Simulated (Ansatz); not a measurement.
Set up this calculation in Ansatz 0.2.0, as the native input.

| Property | Result |
| --- | --- |
| Task | band structure |
| Functional | RPBE |
| Potentials or basis | Ansatz PAW |
| Cutoff | 420 eV (not typed: the program's choice for these potentials) |
| k mesh | 11 × 11 × 6 |
| Occupations | fermi-dirac, width 0.05 eV |
| Spin | collinear spin, ferromagnetic start |
| Starting moments | [3.0, 3.0] μB |
| Path | [["G", "M", "K", "G", "A", "L", "H", "A"], ["L", "M"], ["K", "H"]] |
| Points for each segment of the path | 14 |

Cr:

```
CELL_PARAMETERS angstrom
2.71400 0.00000 0.00000
-1.35700 2.35039 0.00000
0.00000 0.00000 4.41000
ATOMIC_POSITIONS crystal
Cr 0.66667 0.33333 0.75000
Cr 0.33333 0.66667 0.25000
```

This isn't the form of Cr at room conditions, which is bcc.

The input as run:

input.yaml

```yaml
crystal:
  lattice:
    - [2.714, 0.0, 0.0]
    - [-1.357, 2.3503929459, 0.0]
    - [0.0, 0.0, 4.41]
  atoms:
    - { symbol: Cr, position: [0.6666666667, 0.3333333333, 0.75], spin: 3.0 }
    - { symbol: Cr, position: [0.3333333333, 0.6666666667, 0.25], spin: 3.0 }
hamiltonian:
  xc: rpbe
  pseudopotentials: { kind: paw }
magnetization:
  spin_polarized: true
kpoints:
  mp_grid: { grid: [11, 11, 6] }
  band_path:
    path:
      - [[0.0, 0.0, 0.0], [0.5, 0.0, 0.0], [0.3333333333, 0.3333333333, 0.0], [0.0, 0.0, 0.0], [0.0, 0.0, 0.5], [0.5, 0.0, 0.5], [0.3333333333, 0.3333333333, 0.5], [0.0, 0.0, 0.5]]
      - [[0.5, 0.0, 0.5], [0.5, 0.0, 0.0]]
      - [[0.3333333333, 0.3333333333, 0.0], [0.3333333333, 0.3333333333, 0.5]]
    npoints: 14
scf:
  occupations: { method: fermi_dirac, width: 0.05 }
  n_extra_bands: 6
output:
  forces: true
  stress: true
  eigenvalues: true
  fatbands: false
```

Potentials or basis: Ansatz PAW.

The run is started by

```sh
$ ansatz run input.yaml --threads 2 --pin off --max-ram 5632MiB --backend cpu --events-out ev --progress --plain --runs-dir out
```

Results of the run:

- Pressure: -4.6 GPa
- Band gap on the k mesh: none (metal or under the smearing width)
- Net moment: 0.00 μB per cell
- Absolute moment: 4.85 μB per cell
- Site moments: Cr -2.25, +2.25 μB

Caveat: the PAW data sets come from PBE, with cores solved anew for the run's functional, which leaves a small shift of forces and pressure; the starting moments weren't kept.

Run time: 2 min on 2 threads of Intel(R) Xeon(R) Processor @ 2.50GHz (Skylake/Cascade Lake), on a shared host, peak memory 0.53 GiB.
